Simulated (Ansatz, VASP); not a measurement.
# SnAu: VASP beside Ansatz, part 2 of 2

Aim: how closely do two programs agree when they are given the same cell, functional and k mesh? The cell is taken from a series of runs on this material, whose earlier steps may have relaxed, scaled, displaced or heated it; both programs get it as it stands.

VASP 6.6.1 and Ansatz 0.2.0.

So far: The starting structure; VASP: relaxation of cell and atoms, PBEsol, spin-orbit coupling.

**3. Ansatz: relaxation of cell and atoms, PBEsol, spin-orbit coupling**

Level of this step: Ansatz beside VASP: Kohn-Sham DFT, plane waves, PBEsol, spin-orbit coupling (Ansatz).

Ansatz runs on its fully relativistic PAW (standard-fr) files.

The same cell, functional, mesh and smearing now go to Ansatz, which takes its cutoff from its data sets.

Contents of input.yaml:

```yaml
crystal:
  lattice:
    - [4.323, 0.0, 0.0]
    - [-2.1615, 3.7438278206, 0.0]
    - [0.0, 0.0, 5.523]
  atoms:
    - { symbol: Sn, position: [0.3333333333, 0.6666666667, 0.25] }
    - { symbol: Sn, position: [0.6666666667, 0.3333333333, 0.75] }
    - { symbol: Au, position: [0.0, 0.0, 0.0] }
    - { symbol: Au, position: [0.0, 0.0, 0.5] }
kpoints:
  mp_grid: { grid: [9, 9, 6] }
hamiltonian:
  xc: pbesol
  pseudopotentials: { kind: paw_fr }
scf:
  occupations: { method: gaussian, width: 0.1 }
output:
  forces: true
  stress: true
  eigenvalues: true
magnetization:
  noncollinear: true
  spin_orbit: true
relax:
  adjacent_minimum: "off"
  f_tol: 0.005
  max_steps: 60
  cell: { stress_tol: 0.03 }
```

Command:

```bash
ansatz run input.yaml --threads 4 --pin off --max-ram 8192MiB --backend cpu --events-out ev --progress --plain --runs-dir out
```

Numbers of over 12 decimals in the logs are rounded to 6 here.

Log:

```text
Engine: ansatz 0.2.0, x86_64-unknown-linux-gnu
Pseudopotentials: kind: paw_fr
Pseudopotential: Sn, paw_fr, valence charge 14, recommended cutoff 420 eV (normal), Sn.paw.azcp#standard-fr
Pseudopotential: Au, paw_fr, valence charge 19, recommended cutoff 420 eV (normal), Au.paw.azcp#standard-fr
Functional definition: PBEsol
  exchange = pbesol_x
  correlation = pbesol_c
non-collinear run that drives no moment, with spin-orbit: no starting moment large enough to seed its density (crystal.atoms[].spin), no starting occupations that ask for one, no magnetisation constraint and no magnetic field, so the semilocal B_xc is pinned to zero
Crystal: 4 atoms, lattice volume = 89.387 Å³
Basis set: ecut = 420 eV, 1765 PW (Γ), exchange–correlation on 60×60×80 points (8 copies of the dense FFT grid, shifted against one another)
Bands: 80, of which v1, the nominal top of the filled ones, is band 66 counted from 1 (65 counted from 0)
Symmetry: 24 space group operations + 24 with time reversal
Magnetic group: BNS 194.264 (UNI 1494), of the structure as read, at distance tolerance 4.5e-5 Å
k-points: 48 of 486
Projection manifold: j_resolved (fully-relativistic pseudo-atomic orbitals)
Non-local potential: Sn, projectors of the file, l = 0: 2, l = 1: 4, l = 2: 4, l = 3: 4
Non-local potential: Au, projectors of the file, l = 0: 3, l = 1: 4, l = 2: 4, l = 3: 2
PAW form: soft (Blöchl's): semilocal exchange-correlation on the pseudo side does not see the compensation charge
PAW frozen core: Sn, regenerated for the run's functional, and the local potential with it (the file was generated under x = pbe(κ = 0.804, μ = 0.219515), c = pbe(β = 0.066725))
PAW frozen core: Au, regenerated for the run's functional, and the local potential with it (the file was generated under x = pbe(κ = 0.804, μ = 0.219515), c = pbe(β = 0.066725))
PAW one-centre angular grid: Sn, 590 points (default); XC on 64 Gauss nodes
PAW one-centre angular grid: Au, 590 points (default); XC on 64 Gauss nodes
Initial density: superposition of atomic densities (chi_scale 0.1, normalization cell, long waves kept (reshape's long-wave potential 0.00 eV rms))
Initial wavefunctions: pseudopotential atomic-orbital guess
Functional: x = pbesol(κ = 0.804, μ = 0.123457), c = pbesol(β = 0.046)
SCF iter   1: F=—  HF=-37997.880395 eV  |F-HF|=—  |Δ(HF+E_count)|=         —  Δρ=1.35e-1  dr2=2.64e1  dr2_m=0.00e0 (ungated)  ethr=3.10e-3  |M|=0.00e0 ∫|m|=0.00e0 μB  |m|>n=0.0e0 m-floor=0.0e0 τ_xc=0.0e0  β_m=0.30  ⟨swp⟩=7.3  Hψ=8890  notcnv=0  defer=62
preconditioner: auto → Kerker (q_TF=auto, 2.594 Å⁻¹)  [metal: Δε(μ)=0.050 eV  Ē_g=15.719 eV  σ=0.100 eV  W_gap=0.27  n_scr=22 (ndim 8)  ℏωp=27.8 eV  f_vac=0.003  D(μ)=1.69/eV (n_scr^D=8)]
spin=Noncollinear: Kerker preconditioning applied to the charge; magnetization (m_x, m_y, m_z) channels mix plain (no charge-response kernel on spin).
SCF iter   2: F=—  HF=-37993.784186 eV  |F-HF|=—  |Δ(HF+E_count)|=    4.10e0  Δρ=6.47e-2  dr2=6.44e0  dr2_m=0.00e0 (ungated)  ethr=3.10e-3  |M|=0.00e0 ∫|m|=0.00e0 μB  |m|>n=0.0e0 m-floor=0.0e0 τ_xc=0.0e0  β_m=0.43  ⟨swp⟩=2.9  Hψ=4136  notcnv=0  defer=330
SCF iter   3: F=—  HF=-37992.359050 eV  |F-HF|=—  |Δ(HF+E_count)|=    1.43e0  Δρ=1.59e-2  dr2=2.78e-1  dr2_m=0.00e0 (ungated)  ethr=3.10e-3  |M|=0.00e0 ∫|m|=0.00e0 μB  |m|>n=0.0e0 m-floor=0.0e0 τ_xc=0.0e0  β_m=0.72  ⟨swp⟩=2.9  Hψ=2882  notcnv=0  defer=330
SCF iter   4: F=—  HF=-37992.318204 eV  |F-HF|=—  |Δ(HF+E_count)|=   4.08e-2  Δρ=7.39e-3  dr2=6.47e-2  dr2_m=0.00e0 (ungated)  ethr=4.21e-4  |M|=0.00e0 ∫|m|=0.00e0 μB  |m|>n=0.0e0 m-floor=0.0e0 τ_xc=0.0e0  β_m=0.78  ⟨swp⟩=2.6  Hψ=3991  notcnv=0  defer=344
SCF iter   5: F=—  HF=-37992.301980 eV  |F-HF|=—  |Δ(HF+E_count)|=   1.62e-2  Δρ=1.90e-3  dr2=4.06e-3  dr2_m=0.00e0 (ungated)  ethr=9.81e-5  |M|=0.00e0 ∫|m|=0.00e0 μB  |m|>n=0.0e0 m-floor=0.0e0 τ_xc=0.0e0  β_m=0.89  ⟨swp⟩=2.0  Hψ=2289  notcnv=0  defer=344
SCF iter   6: F=—  HF=-37992.301050 eV  |F-HF|=—  |Δ(HF+E_count)|=   9.30e-4  Δρ=2.04e-4  dr2=4.29e-5  dr2_m=0.00e0 (ungated)  ethr=6.15e-6  |M|=0.00e0 ∫|m|=0.00e0 μB  |m|>n=0.0e0 m-floor=0.0e0 τ_xc=0.0e0  β_m=0.92  ⟨swp⟩=2.0  Hψ=2422  notcnv=0  defer=344
SCF iter   7: F=—  HF=-37992.301102 eV  |F-HF|=—  |Δ(HF+E_count)|=   5.22e-5  Δρ=9.52e-5  dr2=1.48e-5  dr2_m=0.00e0 (ungated)  ethr=6.50e-8  |M|=0.00e0 ∫|m|=0.00e0 μB  |m|>n=0.0e0 m-floor=0.0e0 τ_xc=0.0e0  β_m=0.96  ⟨swp⟩=2.0  Hψ=2964  notcnv=0  defer=344
SCF iter   8: F=—  HF=-37992.301099 eV  |F-HF|=—  |Δ(HF+E_count)|=   2.85e-6  Δρ=2.08e-5  dr2=4.37e-7  dr2_m=0.00e0 (ungated)  ethr=2.25e-8  |M|=0.00e0 ∫|m|=0.00e0 μB  |m|>n=0.0e0 m-floor=0.0e0 τ_xc=0.0e0  β_m=0.98  ⟨swp⟩=2.1  Hψ=2576  notcnv=0  defer=344
[...]
Projection manifold: j_resolved (fully-relativistic pseudo-atomic orbitals)
Initial wavefunctions: pseudopotential atomic-orbital guess (no wavefunctions were taken with the density)
iter 1 solved again at ethr=2.07e-7 eV; its pass at ethr=3.10e-3 eV (dr2=1.37e-4 eV) is discarded
SCF iter   1: F=—  HF=-37992.301386 eV  |F-HF|=—  |Δ(HF+E_count)|=         —  Δρ=5.57e-6  dr2=5.03e-9  dr2_m=0.00e0 (ungated)  ethr=2.07e-7  |M|=0.00e0 ∫|m|=0.00e0 μB  |m|>n=0.0e0 m-floor=0.0e0 τ_xc=0.0e0  β_m=0.30  ⟨swp⟩=3.1  Hψ=13466  notcnv=0
eigensolver tolerance schedule: the retry pair's looser diagonalisation over-reported the residual by 27149.98 of it (diagonalisation noise at an unbounded share of the residual, at the tolerance the schedule requests for it); recorded, not acted on — ethr = c·dr2/N_el stays at c = 1.0e-1
preconditioner: auto → Kerker (q_TF=auto, 2.594 Å⁻¹)  [metal: Δε(μ)=0.053 eV  Ē_g=15.679 eV  σ=0.100 eV  W_gap=0.29  n_scr=22 (ndim 8)  ℏωp=27.8 eV  f_vac=0.021  D(μ)=0.71/eV (n_scr^D=2)]
spin=Noncollinear: Kerker preconditioning applied to the charge; magnetization (m_x, m_y, m_z) channels mix plain (no charge-response kernel on spin).
SCF iter   2: F=—  HF=-37992.301455 eV  |F-HF|=—  |Δ(HF+E_count)|=   6.91e-5  Δρ=3.99e-6  dr2=2.39e-9  dr2_m=0.00e0 (ungated)  ethr=7.62e-12  |M|=0.00e0 ∫|m|=0.00e0 μB  |m|>n=0.0e0 m-floor=0.0e0 τ_xc=0.0e0  β_m=0.65  ⟨swp⟩=3.8  Hψ=4860  notcnv=0
SCF iter   3: F=—  HF=-37992.301455 eV  |F-HF|=—  |Δ(HF+E_count)|=   2.63e-9  Δρ=5.56e-7  dr2=2.73e-10  dr2_m=0.00e0 (ungated)  ethr=3.62e-12  |M|=0.00e0 ∫|m|=0.00e0 μB  |m|>n=0.0e0 m-floor=0.0e0 τ_xc=0.0e0  β_m=0.59  ⟨swp⟩=2.6  Hψ=3439  notcnv=0
SCF iter   4: F=—  HF=-37992.301455 eV  |F-HF|=—  |Δ(HF+E_count)|=  2.18e-11  Δρ=3.12e-7  dr2=1.04e-10  dr2_m=0.00e0 (ungated)  ethr=1.00e-12  |M|=0.00e0 ∫|m|=0.00e0 μB  |m|>n=0.0e0 m-floor=0.0e0 τ_xc=0.0e0  β_m=0.80  ⟨swp⟩=1.0  Hψ=1920  notcnv=0
SCF iter   5: F=—  HF=-37992.301455 eV  |F-HF|=—  |Δ(HF+E_count)|=  7.28e-12  Δρ=1.41e-7  dr2=2.78e-11  dr2_m=0.00e0 (ungated)  ethr=1.00e-12  |M|=0.00e0 ∫|m|=0.00e0 μB  |m|>n=0.0e0 m-floor=0.0e0 τ_xc=0.0e0  β_m=0.90  ⟨swp⟩=1.0  Hψ=1920  notcnv=0
SCF iter   6: F=-37992.301455 eV  HF=-37992.301455 eV  |F-HF|=7.28e-12  |Δ(HF+E_count)|=    0.00e0  Δρ=2.35e-8  dr2=7.44e-13  dr2_m=0.00e0 (ungated)  ethr=1.00e-12  |M|=0.00e0 ∫|m|=0.00e0 μB  |m|>n=0.0e0 m-floor=0.0e0 τ_xc=0.0e0  ⟨swp⟩=6.5  Hψ=7657  notcnv=0
SCF 5 converged in 6 iterations: F = -37992.301455 eV  dr2 = 7.44e-13
relax step   5: F+E_penalty+E_count = -37992.30145487 eV  Δ(F+E_penalty+E_count) = +1.795e-5 eV  max|allowed force component| = 7.546e-17 eV/Å  Δτ_max = 0.0000 Å  P = +0.001 GPa  Ω = 89.341 Å³  stress off target by 1.46e-3 GPa  SCF on the basis re-selected at this cell (its energy is not comparable with the rows above)  (6 SCF iters)
basis re-selected at this cell: Δ(F+E_penalty+E_count) = +1.795e-5 eV, ΔP = -0.000 GPa vs the last step (what re-selecting the basis moved, of the pressure what is left beyond the Pulay correction that the steps carried, after the strain that the cell walked since its last selection, with what the two solves' SCF thresholds leave and, on support functions, any second-order correction that the steps lacked; it is no m [...]
SCF converged after 6 iterations
Magnetization: |M| = 0.0000 μB,  M = (+0.0000, +0.0000, +0.0000) μB
Absolute magnetization: 0.0000 μB (∫|m|)
  site 0: m = (+0.0000, +0.0000, +0.0000) μB, |m| = 0.0000 μB  (R = 1.18 Å)
  site 1: m = (+0.0000, +0.0000, +0.0000) μB, |m| = 0.0000 μB  (R = 1.18 Å)
  site 2: m = (+0.0000, +0.0000, +0.0000) μB, |m| = 0.0000 μB  (R = 1.14 Å)
  site 3: m = (+0.0000, +0.0000, +0.0000) μB, |m| = 0.0000 μB  (R = 1.14 Å)
Free energy (F): -37992.301455 eV
Harris-Foulkes:  -37992.301455 eV  (|F-HF|=7.28e-12)
Internal energy: -37992.297882 eV  (E = F + TS)
E sigma→0 (E₀):  -37992.299669 eV
Entropy (-TS):   -0.003573 eV (-0.893 meV/atom)
Fermi energy:    14.397175 eV
--- Per-component energies (eV) ---
  E_band       = -760.015361
  E_kinetic    = 1584.974861
  E_local      = -6264.213116  (includes V_loc(G=0)·N_el)
  E_nonlocal   = 64.360227
  E_hartree    = 3013.470274
  E_xc         = -1214.337338
  E_vxc        = -746.252185  (∫ρ·V_xc dr)
  E_paw        = -27320.717191  (= ΣΔE_a)
  E_vpaw       = -1425.828158  (= ΣTr[D̂ρ^β])
  E_aug_tail   = 0.002462  (compensation charges beyond the density's cutoff)
  E_ewald      = -7857.044273
  E_core_change = 1.206212  (= ΣΔE_core)
  E_smearing   = -0.003573  (= −TS)
  E_closure    = 0.000000  (closes the sum)
  Σ components = -37992.301455   (vs F -37992.301455, Δ=0.00e0)
--- Forces (eV/Å), atoms counted from 1 ---
  atom   1  Sn     0.00000000    -0.00000000     0.00000000
  atom   2  Sn    -0.00000000     0.00000000     0.00000000
  atom   3  Au     0.00000000    -0.00000000    -0.00000000
  atom   4  Au     0.00000000     0.00000000    -0.00000000
  max |Σ_I F_I| component: 3.47e-18 eV/Å
--- Stress (GPa, compression-positive) ---
        0.001459       0.000000       0.000000
       -0.000000       0.001459       0.000000
        0.000000       0.000000      -0.001014
  P = ⅓ Tr σ = 0.0006 GPa (0.006 kbar)
--- Band table (eV; the first three rows and the last of 48) ---
  k-point 0: bands = [... 62 lower, 14.7198, 14.7198, 15.6903, 15.6903, 17.1600, 17.1600, 17.4520, 17.4520, ... 10 higher]
  k-point 1: bands = [... 62 lower, 15.0256, 15.0256, 15.9738, 15.9738, 16.9718, 16.9718, 17.5103, 17.5103, ... 10 higher]
  k-point 2: bands = [... 62 lower, 15.6008, 15.6008, 16.0276, 16.0276, 16.6210, 16.6210, 17.3311, 17.3311, ... 10 higher]
  k-point 47: bands = [... 62 lower, 11.4111, 11.4111, 12.1746, 12.1746, 12.2377, 12.2377, 19.4129, 19.4129, ... 10 higher]
--- Relaxed structure (4 steps of the walk, 4 accepted, 1 SCFs on fresh bases) ---
  F+E_penalty+E_count = -37992.30145487 eV   max|allowed force component| = 7.546e-17 eV/Å   (the final SCF, on the basis selected at the relaxed cell)
  cell:  # Å, volume = 89.3414 Å³
    - [4.328085, 0.0, 0.0]
    - [-2.164043, 3.748232, 0.0]
    - [0.0, 0.0, 5.507195]
  atoms:
    - { symbol: Sn, position: [0.333333, 0.666667, 0.25] }
    - { symbol: Sn, position: [0.666667, 0.333333, 0.750000] }
    - { symbol: Au, position: [0, 0, 0] }
    - { symbol: Au, position: [0, 0, 0.5] }
```

The column dr2 measures how far the density is from self-consistency, as an energy; F and HF (Harris–Foulkes) agree once it is small.

**4. Comparison**

Known differences besides the potentials themselves: spin-orbit coupling enters by fully relativistic files in Ansatz and inside the spheres in VASP; the data sets hold 66 valence electrons in Ansatz (on its fully relativistic PAW (standard-fr) files) and 50 in VASP; the cutoff is 420 eV in Ansatz and 500 eV in VASP; Ansatz makes its cores anew for this functional, VASP keeps those of its PBE data sets; Ansatz adds a Pulay correction to the stress that steers its cell, VASP none. Total energies have different zeros and are not compared.

The two programs side by side:

```tsv
quantity	Ansatz	VASP	difference
volume (Å³)	89.34	89.42	-0.09 %
edge a after relaxation, in the typed setting (Å)	4.328	4.329	-0.03 %
edge c after relaxation, in the typed setting (Å)	5.507	5.509	-0.03 %
```

**5. What came out**

| Property | Result |
| --- | --- |
| difference in volume (relaxation of cell and atoms, PBEsol, spin-orbit coupling) | -0.093 % |

What this shows: The difference in volume is -0.093 % (relaxation of cell and atoms, PBEsol, spin-orbit coupling), within the 1.2 % picked in this series as the mark of a large difference, as far as the stopping tolerances let one tell. The data sets hold unlike numbers of valence electrons (66 in Ansatz and 50 in VASP), so part of the differences comes from the potentials. Such differences can come from data sets, numerical settings and the points named under the comparisons, not from the functional's error against experiment.

[Lines on the potential files, build, host, timing and source positions are cut from VASP's logs without a mark.]

[Logs are printed without paths, hosts, clocks, repeated set-up lines and the standing remarks that a program may print on its own settings, such as how far it seeks lower states.]

[Hosts, paths, dates, database ids (printed as entryN), source tags and the programs' standing remarks are cut or masked in the printed files.]
